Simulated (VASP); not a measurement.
Wanted: the native input for a VASP 6.6.1 run.

```
Task                   : single point
Functional             : PBE
Potentials or basis    : VASP PAW PBE potentials, release 64 (Cs_sv)
Cutoff                 : 520 eV
k mesh                 : 6 × 6 × 1
Occupations            : fermi-dirac, width 0.05 eV
Spin                   : no spin polarisation
Dipole correction      : yes
Further INCAR settings : ALGO = Normal; EDIFF = 1e-07; NBANDS = 20
```

The structure of Cs lies in POSCAR:

```
Cs
1.0
    5.5837899523      0.0000000000      0.0000000000
   -2.7918949762      4.8357039481      0.0000000000
    0.0000000000      0.0000000000     24.1182908094
Cs
3
Direct
    0.6666666667      0.3333333333      0.3109673094
    0.3333333333      0.6666666667      0.5000000000
    0.0000000000      0.0000000000      0.6890326906
```

The slab is cut from a database's or a generator's crystal, which needn't be the stable form of the element.

The cell isn't the ideal one: the (1 1 1) slab of Cs, cut from the database cell, not relaxed.

These files were run (other wordings do the same):

INCAR

```
PREC = Accurate ; ENCUT = 520
EDIFF = 1E-7 ; ISMEAR = -1
SIGMA = 0.05 ; LREAL = F
LASPH = T ; NELM = 100
ALGO = Normal ; ISIF = 2
LWAVE = F ; LCHARG = F
LDIPOL = T ; IDIPOL = 3
DIPOL = 0.5 0.5 0.500 ; GGA = PE
NBANDS = 20
```

KPOINTS

```
regular mesh
0
Gamma
  6 6 1
```

Potentials or basis: VASP PAW PBE potentials, release 64 (Cs_sv).

Command:

```console
$ cat potpaw_PBE.64/Cs_sv/POTCAR > POTCAR
$ mpirun -np 1 vasp_std > vasp.out
```

Results of the run:

- Largest force: 0.021 eV/Å
- Band gap on the k mesh: none (metal or under the smearing width)

Run time: 2 min on 1 thread of Intel(R) Xeon(R) 6975P-C (Granite Rapids), with other jobs on the host, peak memory 0.64 GiB.
